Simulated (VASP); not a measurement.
# AlN (P6_3mc) in VASP: a series of runs, part 5 of 5

VASP 6.6.1. Earlier steps stand in the parts before.

**7. Dielectric tensor, LDA**

This run uses another cell than the first one, of 10.17 Å³/atom, 0.993 times its volume.

File INCAR:

```
SYSTEM = AlN
ALGO     = Normal         ! electronic algorithm
EDIFF    = 1E-8           ! SCF threshold, eV
ENCUT    = 600            ! plane-wave cutoff, eV
ISIF     = 2              ! what is computed and relaxed
ISMEAR   = 0              ! smearing method
LASPH    = .TRUE.         ! aspherical terms in the spheres
LCHARG   = .FALSE.        ! write CHGCAR
LEPSILON = .TRUE.         ! dielectric tensor by DFPT
LREAL    = .FALSE.        ! projectors in reciprocal space
LWAVE    = .FALSE.        ! write WAVECAR
NELM     = 80             ! most SCF steps
PREC     = Accurate       ! precision mode
SIGMA    = 0.03           ! smearing width, eV
```

File KPOINTS:

```
k-points
0
G
  12 12 6
  0 0 0
```

File POSCAR:

```
AlN                                     
1.0
    3.0845929744     -0.0000000000      0.0000000000
   -1.5422964872      2.6713358762     -0.0000000000
    0.0000000000     -0.0000000000      4.9346053250
  Al              N             
     2     2
Direct
     0.3333333332999970    0.6666666667000030    0.9989519658367455
     0.6666666667000030    0.3333333332999970    0.4989519658367456
     0.3333333332999970    0.6666666667000030    0.3810480341632569
     0.6666666667000030    0.3333333332999970    0.8810480341632571
```

Potentials or basis: VASP PAW LDA potentials, release 64 (Al, N).

Run with:

```bash
$ cat potpaw_LDA.64/Al/POTCAR potpaw_LDA.64/N/POTCAR > POTCAR
$ mpirun -np 1 vasp_std > vasp.out
```

OUTCAR:

```text
SYSTEM = AlN
   EDIFF = 1E-8
   ENCUT = 600
   ISIF = 2
   ISMEAR = 0
   LASPH = .TRUE.
   LEPSILON = .TRUE.
   LREAL = .FALSE.
   NELM = 80
   PREC = Accurate

 ion  position               nearest neighbor table
   1  0.333  0.667  0.999-   4 1.87   4 1.87   4 1.87   3 1.89   2 3.04   2 3.04   2 3.04   2 3.04
                             2 3.04   2 3.04
   2  0.667  0.333  0.499-   3 1.87   3 1.87   3 1.87   4 1.89   1 3.04   1 3.04   1 3.04   1 3.04
                             1 3.04   1 3.04
   3  0.333  0.667  0.381-   2 1.87   2 1.87   2 1.87   1 1.89
   4  0.667  0.333  0.881-   1 1.87   1 1.87   1 1.87   2 1.89

  LATTYP: Found a hexagonal cell.
 ALAT       =     3.0845929744
 C/A-ratio  =     1.5997589847

  Lattice vectors:

 A1 = (   3.0845929744,   0.0000000000,   0.0000000000)
 A2 = (  -1.5422964872,   2.6713358762,   0.0000000000)
 A3 = (   0.0000000000,   0.0000000000,   4.9346053250)

Analysis of symmetry for initial positions (statically):
=====================================================================
 Subroutine PRICEL returns:
 Original cell was already a primitive cell.

 Routine SETGRP: Setting up the symmetry group for a
 hexagonal supercell.

 Subroutine GETGRP returns: Found 12 space group operations
 (whereof  6 operations were pure point group operations)
 out of a pool of 24 trial point group operations.

The static configuration has the point symmetry C_3v.
[... 597 lines left out ...]
 -----------------------------------------------------------------------------
     0.64212  0.00000  0.00000           (  0.00831  0.00000 -0.00000)
     0.00000  0.64212 -0.00000           (  0.00000  0.00831  0.00000)
    -0.00000  0.00000 -0.94250           ( -0.00000  0.00000 -0.01239)

 PIEZOELECTRIC TENSOR FIELD DIRECTION 3  (C/m^2)
 -----------------------------------------------------------------------------
     0.25301  0.00000  0.00000
     0.00000  0.25301 -0.00000
    -0.00000  0.00000 -0.37138

 MACROSCOPIC STATIC DIELECTRIC TENSOR (including local field effects in DFT)
 ------------------------------------------------------
           4.388198     0.000000     0.000000
           0.000000     4.388198     0.000000
          -0.000000     0.000000     4.611900
 ------------------------------------------------------

 PIEZOELECTRIC TENSOR (including local field effects)  for field in x, y, z        (e  Angst)
          XX          YY          ZZ          XY          YZ          ZX
  --------------------------------------------------------------------------------
  x     0.00000    -0.00000     0.00000     0.00000     0.00000     0.84539
  y     0.00000     0.00000    -0.00000     0.00000     0.84539     0.00000
  z     0.64212     0.64212    -0.94250     0.00000     0.00000     0.00000

 PIEZOELECTRIC TENSOR (including local field effects)  for field in x, y, z        (C/m^2)
          XX          YY          ZZ          XY          YZ          ZX
  --------------------------------------------------------------------------------
  x     0.00000    -0.00000     0.00000     0.00000     0.00000     0.33311
  y     0.00000     0.00000    -0.00000     0.00000     0.33311     0.00000
  z     0.25301     0.25301    -0.37138     0.00000     0.00000     0.00000

 BORN EFFECTIVE CHARGES (including local field effects) (in |e|, cummulative output)
 ---------------------------------------------------------------------------------
 ion    1
    1     2.50865    -0.00000     0.00000
    2     0.00000     2.50865     0.00000
    3     0.00000     0.00000     2.67202
 ion    2
    1     2.50865     0.00000    -0.00000
    2     0.00000     2.50865     0.00000
    3    -0.00000     0.00000     2.67202
 ion    3
    1    -2.50865     0.00000    -0.00000
    2     0.00000    -2.50865     0.00000
    3     0.00000    -0.00000    -2.67202
 ion    4
    1    -2.50865     0.00000    -0.00000
    2    -0.00000    -2.50865     0.00000
    3     0.00000     0.00000    -2.67202
```

stdout:

```text
POSCAR found type information on POSCAR AlN
 POSCAR found :  2 types and       4 ions
 scaLAPACK will be used
 LDA part: xc-table for (Slater(with rela. corr.)+CA(PZ))
 , standard interpolation
 POSCAR, INCAR and KPOINTS ok, starting setup
 FFT: planning ... GRIDC
 FFT: planning ... GRID_SOFT
 FFT: planning ... GRID
 WAVECAR not read
 entering main loop
 Linear response reoptimize wavefunctions to high precision
 Linear response G [H, r] |phi>, progress :
  Direction:   1
 Linear response G [H, r] |phi>, progress :
  Direction:   2
 Linear response G [H, r] |phi>, progress :
  Direction:   3
 Linear response to external field (no local field effect), progress :
  Direction:   1
 dielectric tensor                  component  1 :     4.052    -0.992    -0.298
 Linear response to external field (no local field effect), progress :
  Direction:   2
 dielectric tensor                  component  2 :    -0.992     5.165    -0.200
 Linear response to external field (no local field effect), progress :
  Direction:   3
 dielectric tensor                  component  3 :    -0.298    -0.200     4.815
 Linear response to external field, progress :
  Direction:   1
 dielectric tensor                  component  1 :     4.388    -0.147    -0.000
 Linear response to external field, progress :
  Direction:   2
 dielectric tensor                  component  2 :    -0.332     4.388    -0.000
 Linear response to external field, progress :
  Direction:   3
 dielectric tensor                  component  3 :    -0.296    -0.199     4.612
 Born effective charges drift removed
```

Wall time 6.9 min (1 thread of Intel Xeon Platinum 8259CL at 2.50GHz (Skylake/Cascade Lake), shared host); peak memory 0.45 GiB.

What came out:

| Quantity | Value |
| --- | --- |
| Band gap on the k mesh | 4.46 eV, direct |
| Electronic dielectric tensor (diagonal) | 4.39, 4.39, 4.61 |
| Born charges (mean of the diagonal) | Al +2.56; N -2.56 e |

Levels at points of the mesh, in eV from the valence-band top:
| k point | band 5 | band 6 | band 7 | band 8 | band 9 | band 10 | band 11 | band 12 |
| --- | --- | --- | --- | --- | --- | --- | --- | --- |
| (0.00, 0.00, 0.00) | -0.90 | -0.23 | -0.23 | 0.00 | 4.46 | 6.76 | 10.69 | 11.12 |
| (0.50, 0.00, 0.00) | -3.45 | -2.16 | -1.85 | -0.72 | 5.73 | 5.74 | 8.30 | 10.32 |
| (0.00, 0.00, 0.50) | -0.58 | -0.58 | -0.58 | -0.58 | 6.64 | 6.64 | 10.36 | 10.36 |
| (0.50, 0.00, 0.50) | -1.52 | -1.52 | -1.40 | -1.40 | 5.27 | 5.27 | 9.23 | 9.23 |

Electronic dielectric tensor:
```
4.39 0.00 0.00
0.00 4.39 0.00
0.00 0.00 4.61
```

Born effective charge tensors (e):
atom 1, Al
```
2.51 0.00 0.00
0.00 2.51 0.00
0.00 0.00 2.67
```
atom 2, Al
```
2.51 0.00 0.00
0.00 2.51 0.00
0.00 0.00 2.67
```
atom 3, N
```
-2.51  0.00  0.00
 0.00 -2.51  0.00
 0.00  0.00 -2.67
```
atom 4, N
```
-2.51  0.00  0.00
 0.00 -2.51  0.00
 0.00  0.00 -2.67
```

**8. Overview**

```tsv
task	cell	by perturbation theory	gap on the mesh (eV)
phonons	P6_3mc, 10.24 Å³/atom	no	-
dielectric tensor	P6_3mc, 10.24 Å³/atom	-	4.40
phonons	relaxed to -1.5 GPa	no	-
dielectric tensor	P6_3mc, 10.31 Å³/atom	-	4.34
phonons	relaxed to 1.5 GPa	no	-
dielectric tensor	P6_3mc, 10.17 Å³/atom	-	4.46
```

Alike in all rows: level LDA; potentials or basis VASP PAW LDA potentials, release 64 (Al, N); no spin polarisation; k mesh 12 × 12 × 6; cutoff (eV) 600; smearing gaussian 0.03 eV.

On the cell as given the gap runs from 4.34 eV (LDA) to 4.46 eV (LDA).

Total energies depend on the potentials used, so only differences within one code and one set of settings carry meaning.

**9. Against experiment**

Step 3. A measured gap of AlN is 6.034 eV (an exciton energy, a little under the gap; 10 K; quoted in “Self-assembly of well-separated AlN nanowires directly on sputtered metallic TiN films”, 2019, arxiv:1910.07391); the calculated 4.40 eV misses it by -1.63 eV. 2 values of this kind are on record (6.034 to 6.0343 eV); this one was drawn at random. The value is that of LDA on a finite k mesh, which can miss the band edges, without temperature or zero-point motion. Semilocal functionals fall short of measured gaps as a rule.

Step 5. Measured gap of AlN: 6.034 eV (an exciton energy, a little under the gap; 10 K; quoted in “Self-assembly of well-separated AlN nanowires directly on sputtered metallic TiN films”, 2019, arxiv:1910.07391). This calculation gives 4.34 eV (-1.69 eV). 2 values of this kind are on record (6.034 to 6.0343 eV); this one was drawn at random. The value is that of LDA on a finite k mesh, which can miss the band edges, without temperature or zero-point motion. Semilocal functionals fall short of measured gaps as a rule.

Step 7. Measured gap of AlN: 6.0343 eV (an exciton energy, a little under the gap; 0 K; quoted in “Structural and optical properties of self-assembled AlN nanowires grown on SiO2/Si substrates by molecular beam epitaxy”, 2024, arxiv:2402.00216). This calculation gives 4.46 eV (-1.57 eV). 2 values of this kind are on record (6.034 to 6.0343 eV); this one was drawn at random. The value is that of LDA on a finite k mesh, which can miss the band edges, without temperature or zero-point motion. Semilocal functionals fall short of measured gaps as a rule.
